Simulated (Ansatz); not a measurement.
Input:

BeO (wurtzite)

```
BeO
1.0
    5.42363     0.00000     0.00000
   -1.35591     2.34850     0.00000
    0.00000     0.00000     4.40456
Be O
4 4
Direct
  0.33333   0.33333   0.00149
  0.83333   0.33333   0.00149
  0.16667   0.66667   0.50149
  0.66667   0.66667   0.50149
  0.33333   0.33333   0.62371
  0.83333   0.33333   0.62371
  0.16667   0.66667   0.12371
  0.66667   0.66667   0.12371
```

The atoms are displaced by Q × the pattern below (from a DFPT mode at M = (0.5, 0.0, 0.0), largest move 1; Q in Å), at fixed cell. (q is in reciprocal vectors of the primitive cell; the cell shown is doubled to hold the pattern.)

```json
[
 {"atom": "Be1", "x": "0.500", "y": "-0.866", "z": "0.000"},
 {"atom": "Be2", "x": "-0.500", "y": "0.866", "z": "0.000"},
 {"atom": "Be3", "x": "-0.500", "y": "0.866", "z": "0.000"},
 {"atom": "Be4", "x": "0.500", "y": "-0.866", "z": "0.000"},
 {"atom": "O5", "x": "0.251", "y": "-0.435", "z": "0.000"},
 {"atom": "O6", "x": "-0.251", "y": "0.435", "z": "0.000"},
 {"atom": "O7", "x": "-0.251", "y": "0.435", "z": "0.000"},
 {"atom": "O8", "x": "0.251", "y": "-0.435", "z": "0.000"}
]
```

The numbers are results of PBE (plane waves to 420 eV, PAW, scalar-relativistic; Ansatz, a quantum-chemistry and plane-wave program), not measurements. k mesh 7×14×8 (Γ-centred), Fermi-Dirac smearing 0.05 eV. Energies are smeared free energies. BeO was relaxed with its symmetry unable to fall. ΔE is measured from the undisplaced structure.

The scan covers Q from -0.180 to 0.180 Å in 13 points.

**Question.** Which space group does the distorted structure have?

**Answer.** Pca2_1 (No. 29), lowered from P6_3mc.

**Question.** What is the energy change at Q = 0.180 Å?

**Answer.** 1431 meV/cell.

**Question.** What harmonic wavenumber does the curvature at Q = 0 give?

**Answer.** 650 cm⁻¹.

(A displaced cell: forces are minus the slopes of the energy, force constants its curvatures, and phonons follow from these.)
